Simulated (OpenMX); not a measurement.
The system is ZnS.

```
Zn S
1.0
     0.00000    2.70200    2.70200
     2.70200    0.00000    2.70200
     2.70200    2.70200    0.00000
Zn S
1 1
Direct
  0.75000 0.75000 0.75000
  0.00000 0.00000 0.00000
```

Base run:

- Program: OpenMX 3.8.5
- Functional: LDA
- Potentials or basis: OpenMX 2013 LDA set, Zn6.0H-s3p2d2f1, S7.0-s3p2d2f1, grid cutoff 500 Ry
- k mesh: 9 × 9 × 9
- Occupations: fermi-dirac, width 0.05 eV
- Spin: collinear spin, ferromagnetic start
- Starting moments: [0.5, 0.0] μB

Its results: band gap on the k mesh 1.97 eV, direct; pressure -2.4 GPa.

**Question.** The run is repeated on the same cell with these changes: potentials or basis from OpenMX 2013 LDA set, Zn6.0H-s3p2d2f1, S7.0-s3p2d2f1, grid cutoff 500 Ry to OpenMX 2013 LDA set, Zn6.0H-s3p2d2, S7.0-s2p2d1f1, grid cutoff 500 Ry; spin from collinear spin, ferromagnetic start to no spin polarisation. What comes out?

**Answer.** Band gap on the k mesh 2.09 eV, direct; pressure -2.1 GPa.

Caveats: the basis of atomic orbitals isn't converged, which shifts pressures, moduli and gaps; an odd mesh through Γ misses points on the zone boundary, where band edges often lie (some runs).

Not every run made on this cell is shown here.
